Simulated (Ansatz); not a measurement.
The system is NbP.

```
CELL_PARAMETERS angstrom
-1.67492 1.67492 5.74011
1.67492 -1.67492 5.74011
1.67492 1.67492 -5.74011
ATOMIC_POSITIONS crystal
Nb 0.24988 0.74988 0.50000
Nb 0.49988 0.49988 0.00000
P 0.83275 0.33275 0.50000
P 0.08275 0.08275 0.00000
```

The cell is a database's computed one.

| Item | Value |
| --- | --- |
| Program | Ansatz 0.2.0 |
| Task | single point |
| Functional | PBEsol |
| Potentials or basis | all-electron LAPW, scalar-relativistic |
| Cutoff | 226 eV (chosen from the basis error) |
| Basis error allowed | 0.001 eV/atom |
| k mesh | 11 × 11 × 11 |
| Occupations | fermi-dirac, width 0.05 eV |
| Spin | no spin polarisation |

On this cell: pressure -6.4 GPa; largest force 0.017 eV/Å; band gap on the k mesh none (metal or under the smearing width).

The same run follows on a disturbed copy (atoms moved at random, drawn with an rms of 0.05 Å):

```
Nb P
1.0
    -1.67492    1.67492    5.74011
     1.67492   -1.67492    5.74011
     1.67492    1.67492   -5.74011
Nb P
2 2
Direct
  0.25356 0.73558 0.47828
  0.49819 0.49312 0.98852
  0.84694 0.31408 0.49538
  0.06652 0.07829 0.98995
```

Problem. What does the disturbed cell give?

Solution. The energy (extrapolated to zero smearing) moves by +27.3 meV/atom; pressure -5.8 GPa; largest force 1.242 eV/Å; band gap on the k mesh none (metal or under the smearing width).

Forces on the atoms (eV/Å):
```
Nb   0.280  0.383 -1.087
Nb   0.126 -0.028 -0.282
P    0.050 -0.678  0.260
P   -0.455  0.324  1.109
```

Stress tensor (GPa, compression positive):
```
-5.29 -0.03  0.09
-0.03 -4.11  0.21
 0.09  0.21 -7.90
```
